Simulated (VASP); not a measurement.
Input of a VASP 6.6.1 run:

File POSCAR:

```
WS2
1.0
    3.2287644061      0.0000000000      0.0000000000
   -1.6143822031      2.7961919985      0.0000000000
    0.0000000000      0.0000000000      5.9936451124
W S
1 2
Direct
    0.0000000000      0.0000000000      0.0000000000
    0.3333333333      0.6666666667      0.2566832689
    0.6666666667      0.3333333333      0.7433167311
```

File INCAR.step1:

```
ALGO = Normal ; EDIFF = 1E-5
ENCUT = 520 ; GGA = PE
ISIF = 2 ; ISMEAR = -1
LASPH = True ; LCHARG = False
LREAL = False ; LWAVE = True
NBANDS = 20 ; NELM = 80
PREC = Accurate ; SIGMA = 0.02
```

Contents of INCAR.step2:

```
ALGO = Normal ; EDIFF = 1E-6
ENCUT = 520 ; GGA = PE
HFSCREEN = 0.2079 ; ISIF = 2
ISMEAR = -1 ; ISTART = 1
LASPH = True ; LCHARG = False
LHFCALC = True ; LREAL = False
LWAVE = False ; NBANDS = 20
NELM = 80 ; PREC = Accurate
PRECFOCK = Normal ; SIGMA = 0.02
```

Contents of KPOINTS:

```
k-points
0
Gamma
  6 6 2
```

Potentials or basis: VASP PAW PBE potentials, release 64 (W_sv, S).

Command:

```sh
$ cat potpaw_PBE.64/W_sv/POTCAR potpaw_PBE.64/S/POTCAR > POTCAR
$ cp INCAR.step1 INCAR
$ mpirun -np 1 vasp_std > vasp.out
$ cp INCAR.step2 INCAR
$ mpirun -np 1 vasp_std > vasp.out
```

(1) Predict the largest force.

(2) Predict the pressure.

(3) What does it give for the band gap on the k mesh?

Answers

(1) 0.249 eV/Å.

(2) -1.7 GPa.

(3) none (metal or under the smearing width).

Caveat: the k mesh is coarse (spacing up to 0.52 Å⁻¹), so the values aren't converged, least of all with exact exchange; the PAW data sets were made with another functional, which shifts forces and pressure a little; this functional lacks dispersion, which binds the layers, so the pressure and a relaxed spacing across them are unreliable.
